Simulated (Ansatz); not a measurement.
Bi2Te3: energy above lowest point against volume scale

Free energy against uniform scaling of the volume at fixed shape and fractions; periodic cell, basis, potentials, k mesh and filling as listed. The results are calculated, by Ansatz 0.2.0.

The cell before it is scaled or strained (space group R3m, No. 160):
```
CELL_PARAMETERS angstrom
2.21580 1.27930 9.97970
-2.21580 1.27930 9.97970
0.00000 -2.55860 9.97970
ATOMIC_POSITIONS crystal
Bi 0.18800 0.18800 0.18800
Bi 0.59800 0.59800 0.59800
Te 0.38900 0.38900 0.38900
Te 0.80000 0.80000 0.80000
Te 0.00000 0.00000 0.00000
```

Settings of every row: functional PBE; dispersion none; potentials PAW; wave cutoff 462.59 eV; density cutoff 1850.4 eV; k mesh 6x6x6; k shift 0x0x0; occupations fermi dirac; smearing width 0.05 eV; spin none.

Limits: coarse k mesh, up to 40 meV an atom off; no spin-orbit coupling, which can matter with elements this heavy.

```
row  volume scale  V (Å³/atom)  energy above lowest point (meV/atom)
  1        0.9406       31.931                                     ?
  2        0.9703       32.939                                  15.1
  3             1       33.947                                   2.8
  4        1.0297       34.955                                     0
  5        1.0594       35.963                                   5.2
```

Question: what energy above lowest point should row 1 give?

Worked fit of energy above lowest point. Take u = (V_r/V)^(2/3) − 1 with V_r = 34.451 Å³ an atom, which is twice the finite (Eulerian) strain; such expansions in the strain, on which the Birch-Murnaghan equation of state is built, carry the rest volume and the bulk modulus. The shown rows have u = 0.03037, 0.00987, -0.00964, -0.02823. Least squares give energy above lowest point = 0.31 + 144.4 × u + 11268 × u² meV/atom; a straight line predicts inner rows, each left out in turn, worse (root mean square 6.1 against 0.076 meV/atom). All shown rows lie on it to the printed digit. Its lowest point lies at u = -0.0064, or V = 34.78 Å³ an atom, and the curvature there gives the bulk modulus at fixed shape and fractions, B = (4/9)(1 + u)² E″(u)/V = 45.5 GPa. Letting shape and atoms relax would as a rule lower it, by much in layered, chain or molecular crystals. The withheld row has u = 0.05194, so the fit gives 0.31 + 144.4 × (0.05194) + 11268 × (0.05194)² = 38.2 meV/atom.

The calculation gave 38.6 meV/atom. The fit lies 0.4 meV/atom (1 % of the value, 1 % of the column's range) below it; its largest miss of a shown row is 0.0 meV/atom. This row lies beyond the range of the fit.
